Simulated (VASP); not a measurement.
Runs of VASP 6.6.1 on Ag. The structure is cubic, space group Fm-3m (No. 225). Conventional cell: a = 4.085 Å, b = 4.085 Å, c = 4.085 Å, α = 90.00°, β = 90.00°, γ = 90.00°. Ag (site symmetry m-3m) is surrounded by 12 Ag at 2.89 Å. 

```csv
task,level,spin,cell,k mesh,cutoff (eV),gap on the mesh (eV),pressure (GPa),relaxed volume (Å³/atom)
relaxation of cell and atoms,optPBE-vdW,off,relaxed,11 × 11 × 11,600,none,0.0,17.98
relaxation of cell and atoms,rev-vdW-DF2,off,relaxed,11 × 11 × 11,600,none,0.0,17.13
relaxation of cell and atoms,revPBE,off,relaxed,11 × 11 × 11,600,none,0.0,(a)
band structure,MS2,off,as given,11 × 11 × 11,520,-,-1.9,-
relaxation of cell and atoms,optB86b-vdW,off,relaxed,11 × 11 × 11,600,none,0.1,-
relaxation of cell and atoms,vdW-DF,off,relaxed,11 × 11 × 11,600,none,0.0,(b)
band structure,TPSS,off,as given,11 × 11 × 11,520,-,0.0,-
band structure,revTPSS,off,as given,11 × 11 × 11,520,-,-2.9,-
band structure,BLYP,off,as given,11 × 11 × 11,520,-,12.1,-
relaxation of cell and atoms,optB88-vdW,off,relaxed,11 × 11 × 11,600,none,-0.1,(c)
```

Alike in all rows: potentials or basis VASP PAW PBE potentials, release 64 (Ag); smearing fermi-dirac 0.05 eV.

Fill in the values left out.

(a) 18.37; (b) 19.06; (c) 17.56.

Caveats: the PAW data sets were made with another functional, which shifts forces and pressure a little; the relaxation stopped at its first step, so nothing moved (some runs); the volume moved by +12 % from the deposited cell, more than functionals usually miss (some runs).

A k mesh can miss the band edges, and the runs leave out spin-orbit coupling on Ag.

A gap of «none» marks a metal or a gap under the smearing width.

Runs at the PBE level aren't shown here.
